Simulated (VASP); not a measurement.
Set up this calculation in VASP 6.6.1, as the native input.

```yaml
Task: single point
Functional: r2SCAN
Potentials_or_basis: VASP PAW PBE potentials, release 64 (Cu, N)
Cutoff: 520 eV
k_mesh: 11 × 11 × 11
Occupations: fermi-dirac, width 0.08 eV
Spin: no spin polarisation
Dipole_correction: no
Further_INCAR_settings: ALGO = Normal; EDIFF = 1e-06; NBANDS = 27
```

Crystal: Cu3N.

```
CELL_PARAMETERS angstrom
3.81471 0.00000 0.00000
0.00000 3.81471 0.00000
0.00000 0.00000 3.81471
ATOMIC_POSITIONS crystal
Cu 0.00000 0.00000 0.50000
Cu 0.00000 0.50000 0.00000
Cu 0.50000 0.00000 0.00000
N 0.00000 0.00000 0.00000
```

The cell is a database's computed one.

These files were run (other wordings do the same):

POSCAR

```
Cu3N
1.0
    3.8147060000      0.0000000000      0.0000000000
    0.0000000000      3.8147060000      0.0000000000
    0.0000000000      0.0000000000      3.8147060000
Cu N
3 1
Direct
    0.0000000000      0.0000000000      0.5000000000
    0.0000000000      0.5000000000      0.0000000000
    0.5000000000      0.0000000000      0.0000000000
    0.0000000000      0.0000000000      0.0000000000
```

INCAR.step1

```
PREC = Accurate
ENCUT = 520
ISMEAR = -5
SIGMA = 0.08
LREAL = False
LASPH = True
NELM = 100
LMAXMIX = 4
NBANDS = 27
GGA = PE
ALGO = Normal
EDIFF = 1E-4
LWAVE = True
LCHARG = False
```

INCAR.step2

```
PREC = Accurate
ENCUT = 520
EDIFF = 1E-6
ISMEAR = -1
SIGMA = 0.08
LREAL = False
LASPH = True
NELM = 100
ALGO = Normal
ISIF = 2
LWAVE = False
LCHARG = False
LMAXMIX = 4
METAGGA = R2SCAN
LMIXTAU = True
LORBIT = 11
NBANDS = 27
ISTART = 1
```

KPOINTS

```
regular mesh
0
Gamma
  11 11 11
```

Potentials or basis: VASP PAW PBE potentials, release 64 (Cu, N).

The run is started by

```bash
$ cat potpaw_PBE.64/Cu/POTCAR potpaw_PBE.64/N/POTCAR > POTCAR
$ cp INCAR.step1 INCAR
$ mpirun -np 1 vasp_std > vasp.out
$ cp INCAR.step2 INCAR
$ mpirun -np 1 vasp_std > vasp.out
```

It gave:

| Quantity | Value |
| --- | --- |
| Pressure | -1.9 GPa |
| Band gap on the k mesh | 0.69 eV, indirect (least direct gap 1.18 eV) |
| Valence electrons inside the program's atomic spheres | Cu 10.07; N 3.76 |

Caveat: the PAW data sets were made with another functional, which shifts forces and pressure a little; an odd mesh through Γ misses points on the zone boundary, where band edges often lie.

Wall time 2.5 min on 1 thread of AMD EPYC 9R14 (Zen 4), on a shared host, peak memory 0.18 GiB.
